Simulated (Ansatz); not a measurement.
# Ru: restoring forces

Ru is deformed so: atom 2 (Ru) moved by (0.057, 0.057, 0.000) Å. What stress and forces result, by LAPW, PAW and all-electron datasets made for the crystal?

Computed with Ansatz 0.2.0 (DFT PBE, scalar-relativistic, unless a step's input says otherwise).

1 further run of the same task is left out (set aside as unsound or not needed).

## Step 1: The structure to begin with

Symmetry: Fd-3m, No. 227, cubic system. The conventional cell has a = 5.454 Å, b = 5.454 Å, c = 5.454 Å, α = 90.00°, β = 90.00°, γ = 90.00°. Around Ru (site symmetry -43m) lie 4 Ru at 2.36 Å.

Coordinates:

```
Ru
1.0
     0.00000    2.72699    2.72699
     2.72699    0.00000    2.72699
     2.72699    2.72699    0.00000
Ru
2
Direct
  0.00000 0.00000 0.00000
  0.25000 0.25000 0.25000
```

Atoms are numbered in the order of the input: Ru1, Ru2.

## Step 2: After the deformation

Space group Fd-3m before, C2/m after.

## Step 3: LAPW, all electrons

input.yaml reads:

```yaml
crystal:
  lattice:
    - [0.0, 2.7269856412, 2.7269856412]
    - [2.7269856412, 0.0, 2.7269856412]
    - [2.7269856412, 2.7269856412, 0.0]
  atoms:
    - { symbol: Ru, position: [0.0, 0.0, 0.0] }
    - { symbol: Ru, position: [0.25, 0.25, 0.2707441503] }
kpoints:
  mp_grid: { grid: [10, 10, 10] }
scf:
  occupations: { method: fermi_dirac, width: 0.03 }
hamiltonian:
  xc: pbe
  pseudopotentials: { kind: all_electron, lapw: { basis_error: 0.0005 } }
output:
  forces: true
  stress: true
  eigenvalues: true
```

The run is started by

```
> ansatz run input.yaml --threads 1 --pin off --max-ram 2048MiB --backend cpu --events-out ev --progress --plain --runs-dir out
```

## Step 4: PAW with frozen cores

Edit input.yaml of step 3 so:

```diff
@@ -14,3 +14,3 @@
   xc: pbe
-  pseudopotentials: { kind: all_electron, lapw: { basis_error: 0.0005 } }
+  pseudopotentials: { kind: paw }
 output:
@@ -19 +19,2 @@
   eigenvalues: true
+  efg: { contact_densities: true }
```

## Step 5: Datasets made for this crystal

Edit input.yaml of step 4 so:

```diff
@@ -14,3 +14,3 @@
   xc: pbe
-  pseudopotentials: { kind: paw }
+  pseudopotentials: { kind: all_electron, datasets: crystal }
 output:
```

(Steps that only read results are left out.)

What does the calculation give? Wanted: pressure; largest shear or deviatoric stress; force on Ru2 along the move.

The runs gave:

```
                                 quantity                                           value
                                 pressure  LAPW 0.41, PAW 0.40, crystal datasets 0.41 GPa
largest shear or deviatoric stress (LAPW)                                        2.86 GPa
              force on Ru2 along the move                                     -1.008 eV/Å
```

What this shows: The force on Ru2 points against the move, a stiffness of 12.60 eV/Å² with all periodic images moving together. No run of the undeformed cell stands beside it, so the pressure holds what the given cell had before the change. PAW: stress within 0.01 GPa of LAPW, forces within 1 meV/Å. Crystal datasets: stress within 0.01 GPa of LAPW, forces within 1 meV/Å.
